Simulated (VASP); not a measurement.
## BeSe: relaxation of the atoms with LDA

BeSe:

```
CELL_PARAMETERS angstrom
0.00000 2.52664 2.52664
2.52664 0.00000 2.52664
2.52664 2.52664 0.00000
ATOMIC_POSITIONS crystal
Be 0.00000 0.00000 0.00000
Se 0.25000 0.25000 0.25000
```

The cell isn't the ideal one: a relaxed cell with its volume scaled by 0.98.

* Program: VASP 6.6.1
* Task: relaxation of the atoms
* Functional: LDA
* Potentials or basis: VASP PAW LDA potentials, release 64 (Be, Se)
* Cutoff: 600 eV
* k mesh: 10 × 10 × 10
* Occupations: gaussian, width 0.03 eV
* Spin: no spin polarisation
* Further INCAR settings: ALGO = Fast; EDIFF = 1e-07; IBRION = 2; EDIFFG = -0.01; NSW = 40

```json
{
  "Pressure after relaxing": "1.8 GPa",
  "Band gap on the k mesh": "2.35 eV, indirect (least direct gap 4.59 eV)"
}
```

Final structure:
```
Be Se
1.0
     0.00000    2.52664    2.52664
     2.52664    0.00000    2.52664
     2.52664    2.52664    0.00000
Be Se
1 1
Direct
  0.00000 0.00000 0.00000
  0.25000 0.25000 0.25000
```

Levels at points of the mesh, in eV from the valence-band top:
| k point | band 1 | band 2 | band 3 | band 4 | band 5 | band 6 | band 7 | band 8 |
| --- | --- | --- | --- | --- | --- | --- | --- | --- |
| (0.00, 0.00, 0.00) | -14.17 | 0.00 | 0.00 | 0.00 | 4.59 | 4.93 | 4.93 | 4.93 |
| (0.50, 0.00, 0.00) | -12.69 | -6.08 | -1.16 | -1.16 | 4.45 | 5.90 | 5.90 | 9.92 |
| (0.50, 0.50, 0.00) | -12.19 | -5.35 | -2.87 | -2.87 | 2.35 | 4.11 | 12.00 | 12.00 |

Wall time 11 s on 1 thread of Intel(R) Xeon(R) 6975P-C (Granite Rapids), with other jobs on the host, peak memory 0.15 GiB.

Caveat: the relaxation stopped at its first step, so nothing moved. A k mesh can miss the band edges.
